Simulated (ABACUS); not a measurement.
The system is GaN.

```xyz
4
Lattice="3.1800 0.0000 0.0000 -1.5900 2.7540 0.0000 0.0000 0.0000 5.1660" Properties=species:S:1:pos:R:3 pbc="T T T"
Ga    1.5900    0.9180    2.5830
Ga    0.0000    1.8360    0.0000
N     1.5900    0.9180    4.5203
N     0.0000    1.8360    1.9373
```

```yaml
Program: ABACUS 3.10.1
Task: relaxation of cell and atoms
Functional: LDA
Potentials_or_basis: GBRV ultrasoft 1.5 LDA
Cutoff: 544 eV
Density_cutoff: 4354 eV
Basis: plane waves
k_mesh: 8 × 8 × 4
Occupations: fermi-dirac, width 0.05 eV
Spin: no spin polarisation
```

At the start: pressure -4.4 GPa; volume 11.31 Å³/atom.

Problem. Where does the relaxation end?

Solution. Over 11 steps the energy falls by 4.0 meV/atom and the volume is 11.05 Å³/atom (-2.3 %); space group P6_3mc (No. 186, to 0.05 Å).

The path:
```tsv
step	energy change (eV)	largest force (eV/Å)	pressure (GPa)	volume (Å³)
1	0.0000	0.1259	-4.36	45.24
2	0.0015	0.1070	5.12	43.19
3	-0.0161	0.0166	0.00	44.21
4	-0.0161	0.0115	-0.11	44.21
5	-0.0161	0.0277	0.02	44.20
6	-0.0161	0.0073	-0.01	44.21
7	-0.0161	0.0091	0.15	44.21
8	-0.0161	0.0066	-0.01	44.21
9	-0.0161	0.0011	0.21	44.21
10	-0.0161	0.0067	-0.17	44.21
11	-0.0161	0.0016	0.03	44.20
```

Final structure:
```
Ga N
1.0
     3.15152    0.00000    0.00000
    -1.57576    2.72929    0.00000
     0.00000    0.00000    5.13922
Ga N
2 2
Direct
  0.66667 0.33333 0.49934
  0.33333 0.66667 0.99934
  0.66667 0.33333 0.87566
  0.33333 0.66667 0.37566
```

Caveat: there are fewer bands than atomic start orbitals, so a level may be missed at k points of high symmetry.
